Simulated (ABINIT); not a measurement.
# GaAs (F-43m) in ABINIT: further runs

Runs on GaAs. Level: PBEsol. Tasks: single point.

All numbers are computed with ABINIT 10.8.3 (patched build); they aren't measurements. Logs are shortened: lines on timing, memory, paths and dates and some standing lists are left out, and cuts for length are marked. The log counts tension as positive stress, the text compression.

**What was measured.**

“Evidence of valence band perturbations in GaAsN/GaAs(001): A combined variable-angle spectroscopic ellipsometry and modulated photoreflectance investigation”, 2008, arxiv:0805.2212 reports, for a bulk crystal of GaAs at 300 K: band gap 1.418 ± 0.005 eV (direct).

How close the calculation comes is told below.

## (1) The crystal as given

The structure is cubic, space group F-43m (No. 216). Conventional cell: a = 5.654 Å, b = 5.654 Å, c = 5.654 Å, α = 90.00°, β = 90.00°, γ = 90.00°. As (site symmetry -43m) has 4 Ga at 2.45 Å as nearest neighbours. Ga (site symmetry -43m) has 4 As at 2.45 Å as nearest neighbours.

## (2) Single point, PBEsol

File run.abi:

```
# Pseudopotentials
pp_dirpath "./"
pseudos "As.upf, Ga.upf"

# Structure
acell 3*1.0
rprim
     0.0000000000     5.3419722954     5.3419722954
     5.3419722954     0.0000000000     5.3419722954
     5.3419722954     5.3419722954     0.0000000000
ntypat 2
znucl 33 31
natom 2
typat 1 2
xcart
     8.0129584431     8.0129584431     8.0129584431
     0.0000000000     0.0000000000     0.0000000000

# Plane-wave basis
ecut 53.0

# k points
kptopt 1
ngkpt 6 6 6
nshiftk 1
shiftk 0.0 0.0 0.0

# Exchange and correlation
ixc -116133

# Bands and occupations
nband 27
occopt 3
tsmear 0.05 eV

# SCF cycle
nstep 100
tolvrs 1.0e-10

# Output
iomode 3
prtwf 0
prtden 0
prteig 0
prtebands 0
enunit 1
```

Potentials or basis: PseudoDojo NC SR PBEsol v0.4 stringent.

On the command line:

```
> abinit run.abi > log 2>&1
```

run.abo:

```text
.Version 10.8.3 of ABINIT
 Symmetries : space group F-4 3 m (#216); Bravais cF (face-center cubic)
================================================================================
 Values of the parameters that define the memory need of the present run
     intxc =       0    ionmov =       0      iscf =       7    lmnmax =       6
     lnmax =       6     mgfft =      50  mpssoang =       3    mqgrid =    3001
     natom =       2  nloc_mem =       1    nspden =       1   nspinor =       1
    nsppol =       1      nsym =      24    n1xccc =    2501    ntypat =       2
    occopt =       3   xclevel =       2
       mpw =        5672          nfft =      125000          nkpt =          16
================================================================================
================================================================================

--------------------------------------------------------------------------------
------------- Echo of variables that govern the present computation ------------
--------------------------------------------------------------------------------
 -outvars: echo values of preprocessed input variables --------
            acell      1.0000000000E+00  1.0000000000E+00  1.0000000000E+00 Bohr
              amu      7.49215900E+01  6.97230000E+01
             ecut      5.30000000E+01 Hartree
           enunit           1
              ixc     -116133
         kptrlatt        6    0    0      0    6    0      0    0    6
          kptrlen      4.53281380E+01
            natom           2
            nband          27
            ngfft          50      50      50
             nkpt          16
            nstep         100
             nsym          24
           ntypat           2
           occopt           3
           prtden           0
        prtebands           0
           prteig           0
            prtwf           0
            rprim      0.0000000000E+00  5.3419722954E+00  5.3419722954E+00
                       5.3419722954E+00  0.0000000000E+00  5.3419722954E+00
                       5.3419722954E+00  5.3419722954E+00  0.0000000000E+00
          spgroup         216
           tolvrs      1.00000000E-10
           tsmear      1.83746611E-03 Hartree
            typat      1  2
           xangst      4.2402749971E+00  4.2402749971E+00  4.2402749971E+00
                       0.0000000000E+00  0.0000000000E+00  0.0000000000E+00
            xcart      8.0129584431E+00  8.0129584431E+00  8.0129584431E+00
                       0.0000000000E+00  0.0000000000E+00  0.0000000000E+00
             xred      7.5000000000E-01  7.5000000000E-01  7.5000000000E-01
                       0.0000000000E+00  0.0000000000E+00  0.0000000000E+00
            znucl       33.00000   31.00000

================================================================================

 chkinp: Checking input parameters for consistency.

================================================================================
== DATASET  1 ==================================================================

--- !DatasetInfo
iteration_state: {dtset: 1, }
dimensions: {natom: 2, nkpt: 16, mband: 27, nsppol: 1, nspinor: 1, nspden: 1, mpw: 5672, }
cutoff_energies: {ecut:  53.0, pawecutdg:  -1.0, }
electrons: {nelect:   4.40000000E+01, charge:   0.00000000E+00, occopt:   3.00000000E+00, tsmear:   1.83746611E-03, }
meta: {optdriver: 0, ionmov: 0, optcell: 0, iscf: 7, paral_kgb: 0, }
...

 Real(R)+Recip(G) space primitive vectors, cartesian coordinates (Bohr,Bohr^-1):
 R(1)=  0.0000000  5.3419723  5.3419723  G(1)= -0.0935984  0.0935984  0.0935984
 R(2)=  5.3419723  0.0000000  5.3419723  G(2)=  0.0935984 -0.0935984  0.0935984
 R(3)=  5.3419723  5.3419723  0.0000000  G(3)=  0.0935984  0.0935984 -0.0935984
 Unit cell volume ucvol=  3.0488418E+02 bohr^3
 Angles (23,13,12)=  6.00000000E+01  6.00000000E+01  6.00000000E+01 degrees

 getcut: wavevector=  0.0000  0.0000  0.0000  ngfft=  50  50  50
         ecut(hartree)=     53.000   => boxcut(ratio)=   2.02034

--- Pseudopotential description ------------------------------------------------
- pspini: atom type   1  psp file is ./As.upf
12 -116133 2 -1 1342                          pspcod,pspxc,lmax,lloc,mmax
     nproj     2     2     2

- pspini: atom type   2  psp file is ./Ga.upf
12 -116133 2 -1 1902                          pspcod,pspxc,lmax,lloc,mmax
     nproj     2     2     2

   2.03706932E+03                                ecore*ucvol(ha*bohr**3)
--------------------------------------------------------------------------------

================================================================================

--- !BeginCycle
iteration_state: {dtset: 1, }
solver: {iscf: 7, nstep: 100, nline: 4, wfoptalg: 0, }
tolerances: {tolvrs: 1.00E-10, }
...

     iter   Etot(hartree)      deltaE(h)  residm     vres2
 ETOT  1  -550.26367771606    -5.503E+02 1.406E+00 1.884E+03
 ETOT  2  -552.61895028274    -2.355E+00 5.136E-02 3.505E+03
 ETOT  3  -553.03590776330    -4.170E-01 1.070E-02 4.470E+02
 ETOT  4  -553.06215829074    -2.625E-02 8.091E-02 2.051E+02
 ETOT  5  -553.08409518468    -2.194E-02 5.505E-03 8.290E+00
 ETOT  6  -553.08469328838    -5.981E-04 3.394E-04 2.005E+00
 ETOT  7  -553.08492910868    -2.358E-04 6.892E-05 1.311E-02
 ETOT  8  -553.08493025426    -1.146E-06 8.101E-05 3.953E-03
 ETOT  9  -553.08493068979    -4.355E-07 1.605E-05 5.624E-04
 ETOT 10  -553.08493076157    -7.178E-08 1.950E-05 2.631E-08
 ETOT 11  -553.08493076163    -5.718E-11 3.623E-06 3.440E-09
 ETOT 12  -553.08493076163    -3.411E-13 4.455E-06 6.267E-10
 ETOT 13  -553.08493076161     1.160E-11 8.077E-07 7.253E-11

 At SCF step   13       vres2   =  7.25E-11 < tolvrs=  1.00E-10 =>converged.

 Cartesian components of stress tensor (hartree/bohr^3)
  sigma(1 1)=  2.09038114E-05  sigma(3 2)=  0.00000000E+00
  sigma(2 2)=  2.09038114E-05  sigma(3 1)=  0.00000000E+00
  sigma(3 3)=  2.09038114E-05  sigma(2 1)=  0.00000000E+00

--- !ResultsGS
iteration_state: {dtset: 1, }
comment   : Summary of ground state results
lattice_vectors:
- [  0.0000000,   5.3419723,   5.3419723, ]
- [  5.3419723,   0.0000000,   5.3419723, ]
- [  5.3419723,   5.3419723,   0.0000000, ]
lattice_lengths: [   7.55469,    7.55469,    7.55469, ]
lattice_angles: [ 60.000,  60.000,  60.000, ] # degrees, (23, 13, 12)
lattice_volume:   3.0488418E+02
convergence: {deltae:  1.160E-11, res2:  7.253E-11, residm:  8.077E-07, diffor: null, }
etotal    :  -5.53084931E+02
entropy   :   0.00000000E+00
fermie    :   2.13711758E-01
cartesian_stress_tensor: # hartree/bohr^3
- [  2.09038114E-05,   0.00000000E+00,   0.00000000E+00, ]
- [  0.00000000E+00,   2.09038114E-05,   0.00000000E+00, ]
- [  0.00000000E+00,   0.00000000E+00,   2.09038114E-05, ]
pressure_GPa:  -6.1501E-01
xred      :
- [  7.5000E-01,   7.5000E-01,   7.5000E-01, As]
- [  0.0000E+00,   0.0000E+00,   0.0000E+00, Ga]
cartesian_forces: # hartree/bohr
- [  6.45189772E-27,   6.45189772E-27,  -1.93556932E-26, ]
- [ -6.45189772E-27,  -6.45189772E-27,   1.93556932E-26, ]
force_length_stats: {min:   2.13985239E-26, max:   2.13985239E-26, mean:   2.13985239E-26, }
...

 Integrated electronic density in atomic spheres:
 ------------------------------------------------
 Atom  Sphere_radius  Integrated_density
    1        2.00000         20.38670592
    2        2.00000         18.82220660
================================================================================

 ----iterations are completed or convergence reached----

 Mean square residual over all n,k,spin=   18.705E-10; max=  80.765E-08
 reduced coordinates (array xred) for    2 atoms
       0.750000000000      0.750000000000      0.750000000000
       0.000000000000      0.000000000000      0.000000000000
 rms dE/dt=  9.7484E-26; max dE/dt=  1.3786E-25; dE/dt below (all hartree)
    1       0.000000000000      0.000000000000      0.000000000000
    2      -0.000000000000     -0.000000000000      0.000000000000

 cartesian coordinates (angstrom) at end:
    1      4.24027499712465     4.24027499712465     4.24027499712465
    2      0.00000000000000     0.00000000000000     0.00000000000000

 cartesian forces (hartree/bohr) at end:
    1      0.00000000000000     0.00000000000000    -0.00000000000000
    2     -0.00000000000000    -0.00000000000000     0.00000000000000
 frms,max,avg= 1.2354444E-26 1.9355693E-26   0.000E+00  0.000E+00  0.000E+00 h/b

 cartesian forces (eV/Angstrom) at end:
    1      0.00000000000000     0.00000000000000    -0.00000000000000
    2     -0.00000000000000    -0.00000000000000     0.00000000000000
 frms,max,avg= 6.3529103E-25 9.9530976E-25   0.000E+00  0.000E+00  0.000E+00 e/A
 length scales=  1.000000000000  1.000000000000  1.000000000000 bohr
              =  0.529177210544  0.529177210544  0.529177210544 angstroms
 Fermi (or HOMO) energy (eV) =   5.81539   Average Vxc (eV)= -10.19160
 Eigenvalues (   eV  ) for nkpt=  16  k points:
 kpt#   1, nband= 27, wtk=  0.00463, kpt=  0.0000  0.0000  0.0000 (reduced coord)
-178.81209 -137.74292 -122.38128 -122.38128 -122.38128  -88.63909  -88.63909  -88.63909
 -29.59985  -29.59985  -29.59985  -29.59029  -29.59029   -9.22282   -9.22282   -9.22282
  -9.14481   -9.14481   -7.18640    5.56607    5.56607    5.56607    6.00897    9.26408
   9.26408    9.26408   12.96985
 prteigrs : prtvol=0 or 1, do not print more k-points.

--- !EnergyTerms
iteration_state     : {dtset: 1, }
comment             : Components of total free energy in Hartree
kinetic             :  2.56458868992665E+02
hartree             :  2.39205752045215E+02
xc                  : -5.27644544777404E+01
Ewald energy        : -2.44384754832693E+02
psp_core            :  6.68145301339746E+00
local_psp           : -6.23006773549991E+02
non_local_psp       : -1.35275018170250E+02
internal            : -5.53084926979397E+02
'-kT*entropy'       : -3.78221719125299E-06
total_energy        : -5.53084930761614E+02
total_energy_eV     : -1.50502076777859E+04
band_energy         : -8.39732417947365E+01
...

 Cartesian components of stress tensor (hartree/bohr^3)
  sigma(1 1)=  2.09038114E-05  sigma(3 2)=  0.00000000E+00
  sigma(2 2)=  2.09038114E-05  sigma(3 1)=  0.00000000E+00
  sigma(3 3)=  2.09038114E-05  sigma(2 1)=  0.00000000E+00

-Cartesian components of stress tensor (GPa)         [Pressure= -6.1501E-01 GPa]
- sigma(1 1)=  6.15011364E-01  sigma(3 2)=  0.00000000E+00
- sigma(2 2)=  6.15011364E-01  sigma(3 1)=  0.00000000E+00
- sigma(3 3)=  6.15011364E-01  sigma(2 1)=  0.00000000E+00

== END DATASET(S) ==============================================================
================================================================================

 -outvars: echo values of variables after computation  --------
            acell      1.0000000000E+00  1.0000000000E+00  1.0000000000E+00 Bohr
           etotal     -5.5308493076E+02
            fcart      6.4518977169E-27  6.4518977169E-27 -1.9355693151E-26
                      -6.4518977169E-27 -6.4518977169E-27  1.9355693151E-26
            rprim      0.0000000000E+00  5.3419722954E+00  5.3419722954E+00
                       5.3419722954E+00  0.0000000000E+00  5.3419722954E+00
                       5.3419722954E+00  5.3419722954E+00  0.0000000000E+00
           strten      2.0903811370E-05  2.0903811370E-05  2.0903811370E-05
                       0.0000000000E+00  0.0000000000E+00  0.0000000000E+00
           xangst      4.2402749971E+00  4.2402749971E+00  4.2402749971E+00
                       0.0000000000E+00  0.0000000000E+00  0.0000000000E+00
             xred      7.5000000000E-01  7.5000000000E-01  7.5000000000E-01
                       0.0000000000E+00  0.0000000000E+00  0.0000000000E+00
 Calculation completed.
```

It took 3.4 min on 1 thread of Intel Xeon at 2.70GHz, shared host; peak memory 0.12 GiB.

Results:

```
Free energy                                           : -15050.2077 eV
Pressure                                              : -0.6 GPa
Band gap on the k mesh                                : 0.44 eV, direct
Valence electrons inside the program's atomic spheres : As 20.39; Ga 18.82
```

## (3) Single point, PBEsol

File run.abi:

```
pp_dirpath "./"
pseudos "As.GGA_PBE-JTH.xml, Ga.GGA_PBE-JTH.xml"

acell 3*1.0
rprim
     0.0000000000     5.3419722954     5.3419722954
     5.3419722954     0.0000000000     5.3419722954
     5.3419722954     5.3419722954     0.0000000000
ntypat 2
znucl 33 31
natom 2
typat 1 2
xred
     0.7500000000     0.7500000000     0.7500000000
     0.0000000000     0.0000000000     0.0000000000

ecut 353.748021 eV
pawecutdg 26.0

kptopt 1
ngkpt 6 6 6
nshiftk 1
shiftk 0.0 0.0 0.0

ixc -116133

nband 18
occopt 3
tsmear 0.05 eV

nstep 100
tolvrs 1.0e-9

iomode 3
prtwf 0
prtden 0
prteig 0
prtebands 0
enunit 1
```

Potentials or basis: JTH PAW PBE v2.0.

On the command line:

```
> abinit run.abi > log 2>&1
```

Run time: 10 s. Hardware: 1 thread of Arm Neoverse V2, shared host; peak memory 0.09 GiB.

The run converged. Its results:

```
Free energy                                           : -5249.7806 eV
Pressure                                              : 0.0 GPa
Band gap on the k mesh                                : 0.43 eV, direct
Valence electrons inside the program's atomic spheres : As 12.71; Ga 11.07
```

Levels at points of the mesh, in eV from the valence-band top:
```csv
k point,band 10,band 11,band 12,band 13,band 14,band 15,band 16,band 17,band 18
"(0.00, 0.00, 0.00)",-14.69,-12.76,0.00,0.00,0.00,0.43,3.69,3.69,3.69
"(0.50, 0.00, 0.00)",-14.69,-10.98,-6.68,-1.15,-1.15,0.92,4.59,4.59,7.58
"(0.50, 0.50, 0.00)",-14.68,-10.24,-6.84,-2.70,-2.70,1.35,1.57,10.12,10.12
```

Caveat: the PAW data sets were made with another functional, which shifts forces and pressure a little.

## (4) Comparison with measurements

Step 2. Against the measured gap of GaAs, 1.418 eV (direct; 300 K; “Evidence of valence band perturbations in GaAsN/GaAs(001): A combined variable-angle spectroscopic ellipsometry and modulated photoreflectance investigation”, 2008, arxiv:0805.2212), the calculated 0.44 eV is off by -0.98 eV. 3 values of this kind are on record (1.412 to 1.51 eV); this one was drawn at random among those near their median, those with a stated uncertainty first. Spin-orbit coupling on As, Ga is left out. The value is that of PBEsol on a finite k mesh, which can miss the band edges, without temperature or zero-point motion. Semilocal functionals fall short of measured gaps as a rule.

Step 3. Against the measured gap of GaAs, 1.418 eV (direct; 300 K; “Evidence of valence band perturbations in GaAsN/GaAs(001): A combined variable-angle spectroscopic ellipsometry and modulated photoreflectance investigation”, 2008, arxiv:0805.2212), the calculated 0.43 eV is off by -0.98 eV. 3 values of this kind are on record (1.412 to 1.51 eV); this one was drawn at random among those near their median, those with a stated uncertainty first. Spin-orbit coupling on As, Ga is left out. The value is that of PBEsol on a finite k mesh, which can miss the band edges, without temperature or zero-point motion. Semilocal functionals fall short of measured gaps as a rule.
